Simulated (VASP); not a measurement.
# GaP (F-43m) in VASP: notebook

One crystal, GaP, is run at these levels: LDA, r2SCAN, PBEsol; tasks: relaxation of cell and atoms.

Program: VASP 6.6.1. These are calculated values, not measurements. Logs are shortened: lines on timing, memory, paths and dates and some standing lists are left out, and cuts for length are marked.

**1. The structure**

It takes space group F-43m (No. 216, cubic). Conventional cell: a = 5.452 Å, b = 5.452 Å, c = 5.452 Å, α = 90.00°, β = 90.00°, γ = 90.00°. Ga (site symmetry -43m) has 4 P at 2.36 Å as nearest neighbours. Around P (site symmetry -43m) lie 4 Ga at 2.36 Å.

The cell is a database's computed one.

**2. Relaxation of cell and atoms, LDA**

The input, INCAR:

```
ALGO = Normal ; EDIFF = 1E-7
EDIFFG = -0.02 ; ENCUT = 300
GGA = CA ; IBRION = 2
ISIF = 3 ; ISMEAR = 0
LASPH = True ; LCHARG = False
LREAL = False ; LWAVE = False
NELM = 100 ; NSW = 60
PREC = Accurate ; SIGMA = 0.02
```

The input, KPOINTS:

```
k-points
0
Gamma
  4 4 4
```

The input, POSCAR:

```
GaP
1.0
    0.0000000000      2.7258124900      2.7258124900
    2.7258124900      0.0000000000      2.7258124900
    2.7258124900      2.7258124900      0.0000000000
Ga P
1 1
Direct
    0.0000000000      0.0000000000      0.0000000000
    0.7500000000      0.7500000000      0.7500000000
```

Potentials or basis: VASP PAW LDA potentials, release 64 (Ga_d, P).

The run is started by

```
$ cat potpaw_LDA.64/Ga_d/POTCAR potpaw_LDA.64/P/POTCAR > POTCAR
$ mpirun -np 1 vasp_std > vasp.out
```

OUTCAR:

```text
EDIFF = 1E-7
   EDIFFG = -0.02
   ENCUT = 300
   GGA = CA
   IBRION = 2
   ISIF = 3
   ISMEAR = 0
   LASPH = True
   LREAL = False
   NELM = 100
   NSW = 60
   PREC = Accurate

 ion  position               nearest neighbor table
   1  0.000  0.000  0.000-   2 2.36   2 2.36   2 2.36   2 2.36
   2  0.750  0.750  0.750-   1 2.36   1 2.36   1 2.36   1 2.36

  LATTYP: Found a face centered cubic cell.
 ALAT       =     5.4516249800

  Lattice vectors:

 A1 = (   0.0000000000,   2.7258124900,   2.7258124900)
 A2 = (   2.7258124900,   0.0000000000,   2.7258124900)
 A3 = (   2.7258124900,   2.7258124900,   0.0000000000)

Analysis of symmetry for initial positions (statically):
=====================================================================
 Subroutine PRICEL returns:
 Original cell was already a primitive cell.

 Routine SETGRP: Setting up the symmetry group for a
 face centered cubic supercell.

 Subroutine GETGRP returns: Found 24 space group operations
 (whereof 24 operations were pure point group operations)
 out of a pool of 48 trial point group operations.

The static configuration has the point symmetry T_d .

Analysis of symmetry for dynamics (positions and initial velocities):
=====================================================================
 Subroutine PRICEL returns:
 Original cell was already a primitive cell.

 Routine SETGRP: Setting up the symmetry group for a
 face centered cubic supercell.

 Subroutine GETGRP returns: Found 24 space group operations
 (whereof 24 operations were pure point group operations)
 out of a pool of 48 trial point group operations.

The dynamic configuration has the point symmetry T_d .

 Subroutine INISYM returns: Found 24 space group operations
 (whereof 24 operations are pure point group operations),
 and found     1 'primitive' translations

----------------------------------------------------------------------------------------

                                     Primitive cell

  volume of cell :      40.5059

  direct lattice vectors                    reciprocal lattice vectors
     0.000000000  2.725812490  2.725812490    -0.183431546  0.183431546  0.183431546
     2.725812490  0.000000000  2.725812490     0.183431546 -0.183431546  0.183431546
     2.725812490  2.725812490  0.000000000     0.183431546  0.183431546 -0.183431546

  length of vectors
     3.854880992  3.854880992  3.854880992     0.317712758  0.317712758  0.317712758

  position of ions in fractional coordinates (direct lattice)
     0.000000000  0.000000000  0.000000000
     0.750000000  0.750000000  0.750000000

  ion indices of the primitive-cell ions
   primitive index   ion index
                 1           1
                 2           2

----------------------------------------------------------------------------------------

 KPOINTS: k-points

Automatic generation of k-mesh.
 Grid dimensions read from file:
 generate k-points for:    4    4    4

 Generating k-lattice:

  Cartesian coordinates                     Fractional coordinates (reciprocal lattice)
    -0.045857887  0.045857887  0.045857887     0.250000000  0.000000000  0.000000000
     0.045857887 -0.045857887  0.045857887     0.000000000  0.250000000  0.000000000
     0.045857887  0.045857887 -0.045857887     0.000000000  0.000000000  0.250000000

  Length of vectors
     0.079428189  0.079428189  0.079428189

  Shift w.r.t. Gamma in fractional coordinates (k-lattice)
     0.000000000  0.000000000  0.000000000

 Subroutine IBZKPT returns following result:
 ===========================================

 Found      8 irreducible k-points:

 Following reciprocal coordinates:
            Coordinates               Weight
  0.000000  0.000000  0.000000      1.000000
  0.250000  0.000000  0.000000      8.000000
  0.500000  0.000000  0.000000      4.000000
  0.250000  0.250000  0.000000      6.000000
  0.500000  0.250000  0.000000     24.000000
 -0.250000  0.250000  0.000000     12.000000
  0.500000  0.500000  0.000000      3.000000
 -0.250000  0.500000  0.250000      6.000000
   k-points           NKPTS =      8   k-points in BZ     NKDIM =      8   number of bands    NBANDS=     13
   number of dos      NEDOS =    301   number of ions     NIONS =      2
   total plane-waves  NPLWV =  13824
   dimension x,y,z NGX =    24 NGY =   24 NGZ =   24
   dimension x,y,z NGXF=    48 NGYF=   48 NGZF=   48
   ions per type =               1   1
   NGX,Y,Z   is equivalent  to a cutoff of  10.35, 10.35, 10.35 a.u.
   NGXF,Y,Z  is equivalent  to a cutoff of  20.70, 20.70, 20.70 a.u.
 SYSTEM =  unknown system
   PREC   = accura    normal or accurate (medium, high low for compatibility)
   ISTART =      0    job   : 0-new  1-cont  2-samecut
   ICHARG =      2    charge: 1-file 2-atom 10-const
   ISPIN  =      1    spin polarized calculation?
   LNONCOLLINEAR =      F non collinear calculations
   LSORBIT =      F    spin-orbit coupling
   LASPH  =      T    aspherical Exc in radial PAW
   ENCUT  =  300.0 eV  22.05 Ry    4.70 a.u.   5.44  5.44  5.44*2*pi/ulx,y,z
   NELM   =    100;   NELMIN=  2; NELMDL= -5     # of ELM steps
   EDIFF  = 0.1E-06   stopping-criterion for ELM
   LREAL  =      F    real-space projection
   EDIFFG = -.2E-01   stopping-criterion for IOM
   NSW    =     60    number of steps for IOM
   IBRION =      2    ionic relax: 0-MD 1-quasi-New 2-CG
   NFREE  =      1    steps in history (QN), initial steepest desc. (CG)
   ISIF   =      3    stress and relaxation
   ISYM   =      2    0-nonsym 1-usesym 2-fastsym
   POTIM  = 0.5000    time-step for ionic-motion
   TEBEG  =    0.0;   TEEND  =   0.0 temperature during run
   PSTRESS=    0.0 pullay stress
   NELECT =      18.0000    total number of electrons
   NUPDOWN=      -1.0000    fix difference up-down
   EMIN   =  10.00;   EMAX   =-10.00  energy-range for DOS
   EFERMI =   0.00;   METHOD = LEGACY
   ISMEAR =     0;   SIGMA  =   0.02  broadening in eV -4-tet -1-fermi 0-gaus
   EFERMI_NEDOS =   21; number of points for ismear=-14 and -15
   IALGO  =     38    algorithm
   IMIX   =      4    mixing-type and parameters
     AMIX     =   0.40;   BMIX     =  1.00
     AMIX_MAG =   1.60;   BMIX_MAG =  1.00
  volume/ion in A,a.u.               =      20.25       136.67
  Fermi-wavevector in a.u.,A,eV,Ry     =   1.249280  2.360796 21.234610  1.560700
  Thomas-Fermi vector in A             =   2.383328
   LORBIT       =      0    0 simple, 1 ext, 2 COOP (PROOUT), +10 PAW based schemes
   GGA     = CA    functional components
   LHFCALC =     F    Hartree Fock is set to
   AEXX    =    0.0000 exact exchange contribution
   IVDW    =     0    specifies the selected vdW correction
   LEPSILON=     F    determine dielectric tensor
   LRPA    =     F    only Hartree local field effects (RPA)
 conjugate gradient relaxation of ions
 non-spin polarized calculation
 Gauss-broadening in eV      SIGMA  =   0.02
  energy-cutoff  :      300.00
  volume of cell :       40.51
 maximum number of plane-waves:       531
 NGX is ok and might be reduce to    24
   NGX = 11   NGY = 11   NGZ = 11

--------------------------------------- Ionic step        1  -------------------------------------------

 number of electron      17.9999983 magnetization

 Free energy of the ion-electron system (eV)
  ---------------------------------------------------
  ext. energy  EPLUGINS =         0.00000000
  ---------------------------------------------------
  free energy    TOTEN  =       -10.28864206 eV

  energy without entropy =      -10.28864206  energy(sigma->0) =      -10.28864206

------------------------ aborting loop because EDIFF is reached ----------------------------------------

  FORCE on cell =-STRESS in cart. coord.  units (eV):
  Direction    XX          YY          ZZ          XY          YZ          ZX
  --------------------------------------------------------------------------------------
  -------------------------------------------------------------------------------------
  Total       -0.6148698     -0.6148698     -0.6148698     -0.0000000      0.0000000      0.0000000
  in kB      -24.3206843    -24.3206843    -24.3206843     -0.0000000      0.0000000      0.0000000
  external PRESSURE =     -24.3206843 kB  Pullay stress =       0.0000000 kB

 VOLUME and BASIS-vectors are now :
 -----------------------------------------------------------------------------
  energy-cutoff  :      300.00
  volume of cell :       40.51
      direct lattice vectors                 reciprocal lattice vectors
     0.000000000  2.725812490  2.725812490    -0.183431546  0.183431546  0.183431546
     2.725812490  0.000000000  2.725812490     0.183431546 -0.183431546  0.183431546
     2.725812490  2.725812490  0.000000000     0.183431546  0.183431546 -0.183431546
[... 37 lines left out ...]
 POSITION                                       TOTAL-FORCE (eV/Angst)
 -----------------------------------------------------------------------------------
      2.68538      5.37077      2.68538        -0.000000     -0.000000      0.000000
      4.02808      4.02808      4.02808         0.000000      0.000000     -0.000000
 -----------------------------------------------------------------------------------
    total drift:                               -0.000001     -0.000001     -0.000001

  FREE ENERGIE OF THE ION-ELECTRON SYSTEM (eV)
  ---------------------------------------------------
  free  energy   TOTEN  =       -10.2942196163 eV

  energy  without entropy=      -10.2942196163  energy(sigma->0) =      -10.29421962

--------------------------------------- Ionic step        3  -------------------------------------------

 number of electron      17.9999991 magnetization

 Free energy of the ion-electron system (eV)
  ---------------------------------------------------
  ext. energy  EPLUGINS =         0.00000000
  ---------------------------------------------------
  free energy    TOTEN  =       -10.29740739 eV

  energy without entropy =      -10.29740739  energy(sigma->0) =      -10.29740739

 E-fermi :   4.9721     XC(G=0): -10.2749

 val. band max:        4.8420185189   @ k =   0.0000   0.0000   0.0000
 cond. band min:       6.2441624676   @ k =   0.5000   0.5000   0.0000
 fundamental gap:      1.4021439488
 Fermi energy:         4.9721446238

 k-point     1 :       0.0000    0.0000    0.0000
  band No.  band energies     occupation
      1      -9.9479      2.00000
      2      -9.9479      2.00000
      3      -9.9479      2.00000
      4      -9.8428      2.00000
      5      -9.8428      2.00000
      6      -7.8906      2.00000
      7       4.8420      2.00000
      8       4.8420      2.00000
      9       4.8420      2.00000
     10       6.6917      0.00000
     11       8.5932      0.00000
     12       8.5932      0.00000
     13       8.5932      0.00000

 k-point     2 :       0.2500    0.0000    0.0000
  band No.  band energies     occupation
      1      -9.9925      2.00000
      2      -9.9322      2.00000
      3      -9.9322      2.00000
      4      -9.8415      2.00000
      5      -9.8415      2.00000
      6      -7.0835      2.00000
      7       0.8345      2.00000
      8       4.1388      2.00000
      9       4.1388      2.00000
     10       6.9163      0.00000
     11       9.4831      0.00000
[... 118 lines left out ...]
 POSITION                                       TOTAL-FORCE (eV/Angst)
 -----------------------------------------------------------------------------------
      0.00000     -0.00000      0.00000         0.000000     -0.000000      0.000000
      4.05055      4.05055      4.05055        -0.000000      0.000000     -0.000000
 -----------------------------------------------------------------------------------
    total drift:                               -0.000001     -0.000001     -0.000001

  FREE ENERGIE OF THE ION-ELECTRON SYSTEM (eV)
  ---------------------------------------------------
  free  energy   TOTEN  =       -10.2974073916 eV

  energy  without entropy=      -10.2974073916  energy(sigma->0) =      -10.29740739

 reached required accuracy - stopping structural energy minimisation
```

Wall time 4.7 s (1 thread of Intel Xeon Platinum 8488C (Sapphire Rapids), shared host); peak memory 0.13 GiB.

The run converged, but some of its settings lie outside the range that counts as converged, so its numbers aren't taken as properties of the crystal.

What came out:

| Property | Result |
| --- | --- |
| Free energy | -10.2974 eV |
| Relaxed volume | 19.69 Å³/atom |
| Relaxed cell | a = 3.819 Å, b = 3.819 Å, c = 3.819 Å, α = 60.00°, β = 60.00°, γ = 60.00° |
| Space group after relaxing (to 0.05 Å) | F-43m (No. 216) |
| Energy gained by relaxing | 4.4 meV/atom |
| Ionic steps | 3 |
| Band gap on the k mesh | 1.40 eV, indirect (least direct gap 1.85 eV) |

Caveat: the k mesh is coarse (spacing up to 0.50 Å⁻¹), so the values aren't converged; the cutoff is under 1.25 times the usual one of these potentials, so pressure, stress and relaxed cells hold a basis-set (Pulay) error.

**3. Relaxation of cell and atoms, r2SCAN**

The input, INCAR:

```
SYSTEM = GaP
PREC = Accurate ; ENCUT = 600
EDIFF = 1E-7 ; ISMEAR = 0
SIGMA = 0.02 ; LREAL = .False.
LASPH = .True. ; NELM = 100
ALGO = Normal ; ISIF = 3
LWAVE = .False. ; LCHARG = .False.
METAGGA = R2SCAN ; LMIXTAU = .True.
IBRION = 2 ; NSW = 40
EDIFFG = -0.02
```

The input, KPOINTS:

```
Automatic mesh
0
Gamma
  8 8 8
  0 0 0
```

POSCAR is that of step 2.

Potentials or basis: VASP PAW PBE potentials, release 64 (Ga_d, P).

The run is started by

```
$ cat potpaw_PBE.64/Ga_d/POTCAR potpaw_PBE.64/P/POTCAR > POTCAR
$ mpirun -np 1 vasp_std > vasp.out
```

It took 34 s on 1 thread of Intel Xeon 6975P-C (Granite Rapids), shared host; peak memory 0.19 GiB.

The run converged. Its results:

| Item | Value |
| --- | --- |
| Free energy | -21.4642 eV |
| Pressure after relaxing | -0.1 GPa |
| Band gap on the k mesh | 1.90 eV, indirect (least direct gap 2.34 eV) |

Final structure:
```cif
data_structure
_symmetry_space_group_name_H-M 'P 1'
_symmetry_Int_Tables_number 1
_cell_length_a 3.8549
_cell_length_b 3.8549
_cell_length_c 3.8549
_cell_angle_alpha 60.000
_cell_angle_beta 60.000
_cell_angle_gamma 60.000
_cell_volume 40.51
loop_
_atom_site_label
_atom_site_type_symbol
_atom_site_fract_x
_atom_site_fract_y
_atom_site_fract_z
_atom_site_occupancy
Ga1 Ga 0.00000 0.00000 0.00000 1
P1 P 0.75000 0.75000 0.75000 1
```

Levels at points of the mesh, in eV from the valence-band top:
| k point | band 5 | band 6 | band 7 | band 8 | band 9 | band 10 | band 11 | band 12 | band 13 |
| --- | --- | --- | --- | --- | --- | --- | --- | --- | --- |
| (0.00, 0.00, 0.00) | -14.88 | -13.02 | 0.00 | 0.00 | 0.00 | 2.34 | 4.19 | 4.19 | 4.19 |
| (0.50, 0.00, 0.00) | -14.87 | -10.86 | -6.84 | -1.17 | -1.17 | 2.04 | 5.06 | 5.06 | 8.83 |
| (0.50, 0.50, 0.00) | -14.85 | -9.92 | -6.95 | -2.80 | -2.80 | 1.91 | 2.10 | 11.35 | 11.35 |

Caveat: the relaxation stopped at its first step, so nothing moved; the PAW data sets were made with another functional, which shifts forces and pressure a little. A k mesh can miss the band edges.

(Part 1 of 2 ends here.)
